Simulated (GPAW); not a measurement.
Runs of GPAW 26.7.0 on KBr. It takes space group Fm-3m (No. 225, cubic). Conventional cell: a = 6.600 Å, b = 6.600 Å, c = 6.600 Å, α = 90.00°, β = 90.00°, γ = 90.00°. Br (site symmetry m-3m) is surrounded by 6 K at 3.30 Å. K (site symmetry m-3m) has 6 Br at 3.30 Å as nearest neighbours. 

| level | gap on the mesh (eV) | pressure (GPa) | relaxed volume (Å³/atom) |
| --- | --- | --- | --- |
| PBEsol | 4.35 | 0.0 | (c) |
| PBEsol+D3(BJ) | 4.51 | 0.0 | 33.02 |
| PBEsol+D3(BJ)+ATM | 4.49 | 0.0 | 33.21 |
| PBEsol+D4 | 4.41 | 0.1 | (b) |
| PBEsol+D3 | (a) | 0.0 | 34.79 |

Alike in all rows: task relaxation of cell and atoms; potentials or basis PAW data sets generated in the run's folder for this functional, pw; no spin polarisation; cell relaxed; k mesh 7 × 7 × 7; cutoff (eV) 600; smearing fermi-dirac 0.05 eV.

Question: Estimate the missing entries.

Answer: (a) 4.37; (b) 34.17; (c) 35.06.

Caveats: later steps reuse the first step's grids.

A k mesh can miss the band edges, and the runs leave out spin-orbit coupling on Br.

Runs at the PBE level aren't shown here.
